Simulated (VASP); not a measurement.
Here is a VASP 6.6.1 calculation.

Contents of INCAR:

```
  PREC = Accurate
  ENCUT = 520
  EDIFF = 1E-6
  ISMEAR = 0
  SIGMA = 0.1
  LREAL = F
  LASPH = T
  NELM = 60
  ALGO = Normal
  ISIF = 2
  LWAVE = F
  LCHARG = T
  GGA = PS
  LELF = T
  LVHAR = T
  NBANDS = 7
```

KPOINTS

```
regular mesh
0
Gamma
  20 20 20
```

The input POSCAR:

```
Be
1.0
   -1.2031715502      1.2147754502      1.2073695054
    1.2282339692     -1.2147754502      1.2324319244
    1.2031715502      1.2147754502     -1.2073695054
Be
1
Direct
    0.0000000000      0.0000000000      0.0000000000
```

Potentials or basis: VASP PAW PBE potentials, release 64 (Be).

Run with:

```bash
$ cat potpaw_PBE.64/Be/POTCAR > POTCAR
$ mpirun -np 1 vasp_std > vasp.out
```

Question: Estimate the pressure.

Answer: 10.7 GPa.

Question: Estimate the band gap on the k mesh.

Answer: None (metal or under the smearing width).

Stress tensor (GPa, compression positive):
```
10.87  0.00 -4.89
 0.00 10.97  0.00
-4.89  0.00 10.29
```

Caveat: the PAW data sets were made with another functional, which shifts forces and pressure a little.
